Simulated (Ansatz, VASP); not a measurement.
# Two plane-wave programs on Ag

The input INCAR:

```
PREC     = Accurate       # precision mode
ENCUT    = 520            # plane-wave cutoff, eV
EDIFF    = 1E-7           # SCF threshold, eV
ISMEAR   = -1             # smearing method
SIGMA    = 0.05           # smearing width, eV
LREAL    = F              # projectors in reciprocal space
LASPH    = T              # aspherical terms in the spheres
NELM     = 60             # most SCF steps
ALGO     = Normal         # electronic algorithm
ISIF     = 2              # what is computed and relaxed
LWAVE    = F              # write WAVECAR
LCHARG   = F              # write CHGCAR
GGA      = PS             # functional
NBANDS   = 12             # bands
```

File KPOINTS:

```
regular mesh
0
Gamma
  11 11 11
```

File POSCAR:

```
Ag
1.0
    0.0000000000      2.0290398554      2.0290398554
    2.0290398554      0.0000000000      2.0290398554
    2.0290398554      2.0290398554      0.0000000000
Ag
1
Direct
    0.0000000000      0.0000000000      0.0000000000
```

File input.yaml:

```yaml
crystal:
  lattice:
    - [0.0, 2.0290398554, 2.0290398554]
    - [2.0290398554, 0.0, 2.0290398554]
    - [2.0290398554, 2.0290398554, 0.0]
  atoms:
    - { symbol: Ag, position: [0.0, 0.0, 0.0] }
hamiltonian:
  xc: pbesol
  pseudopotentials: { kind: paw }
kpoints:
  mp_grid: { grid: [11, 11, 11] }
scf:
  occupations: { method: fermi_dirac, width: 0.05 }
output:
  forces: true
  stress: true
  eigenvalues: true
```

Change from the starting cell: volume scaled by 0.98.

Alike in both runs: task single point; functional PBEsol; k mesh 11 × 11 × 11; occupations fermi-dirac, width 0.05 eV; no spin polarisation.

|  | VASP | Ansatz |
| --- | --- | --- |
| version | VASP 6.6.1 | Ansatz 0.2.0 |
| potentials or method | VASP PAW PBE potentials, release 64 (Ag) | Ansatz PAW |
| plane-wave cutoff (eV) | 520 | 420 |
| valence electrons in the cell | 11 | 19 |

|  | VASP | Ansatz | Ansatz less VASP |
| --- | --- | --- | --- |
| gap on the k mesh at the Fermi level (eV) | none | none | - |
| pressure (GPa) | -0.9 | -0.7 | +0.22 |

A gap of «none» marks a metal or a gap that the smearing closes. With one functional, cell and mesh, what is left measures potentials, basis and numerics. The two sets of potentials don't hold the same shells in valence.

Caveats: the PAW data sets were made with another functional, which shifts forces and pressure a little (VASP); the PAW data sets come from PBE, with cores solved anew for the run's functional, which leaves a small shift of forces and pressure (Ansatz).
